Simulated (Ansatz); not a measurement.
**Collinear states of AlFe3**

The calculation used DFT r2SCAN, scalar-relativistic, plane waves, PAW in Ansatz 0.2.0.

```
CELL_PARAMETERS angstrom
3.63929 0.00000 0.00000
0.00000 3.63929 0.00000
0.00000 0.00000 3.63929
ATOMIC_POSITIONS crystal
Al 0.00000 0.00000 0.00000
Fe 0.00000 0.50000 0.50000
Fe 0.50000 0.00000 0.50000
Fe 0.50000 0.50000 0.00000
```

* plane-wave cutoff: 500 eV
* Γ-centred k-mesh: 12×12×12
* occupation rule: Gaussian smearing, 0.1 eV
* list of starting moments (μB, in atom order): 0 4 4 4
* check for lower electronic states after the SCF: off

All runs keep this geometry, which isn't relaxed for the lowest state (largest force there 0.000 eV/Å, pressure 0.5 GPa; forces reach 0.40 eV/Å in another state) and needn't be a stable compound; relaxing each order would shift the differences by some 100 meV/atom, going by the pressures and a bulk modulus of about 150 GPa. A propagation vector, in units of the reciprocal vectors, doubles the cell, which takes an equally dense mesh. r2SCAN tends to overstate moments in metals, so a weak moment here may be absent in the real material. Site moments are spin moments in atom-centred spheres that scale with the neighbour distance. The states are those that the runs reached from these starts; a lower one can exist.

Q: Order the starts by the energy of the state that they reach, lowest first.
A. antiferromagnetic, doubled cell, propagation vector (0, 0, 1/2)
B. no spin
C. ferromagnetic

A: C (0.00 meV/atom), A (128 meV/atom), B (829 meV/atom).

```csv
start,ends,energy above lowest (meV/atom),site moments (μB),gap on mesh (eV),P (GPa)
no spin,non-magnetic,829,none over 0.05,metal,-19.8
ferromagnetic,ferromagnetic,0.00,"Al -0.17, Fe +2.57 (×3)",metal,0.5
"antiferromagnetic, doubled cell, propagation vector (0, 0, 1/2)",antiferromagnetic,128,"Fe +2.67 (×2), Fe +2.58, Fe -2.67 (×2), Fe -2.58",metal,3.3
```

Cost: 3 runs of about 7 core-minutes in all, on Arm Neoverse V2 (shared hosts).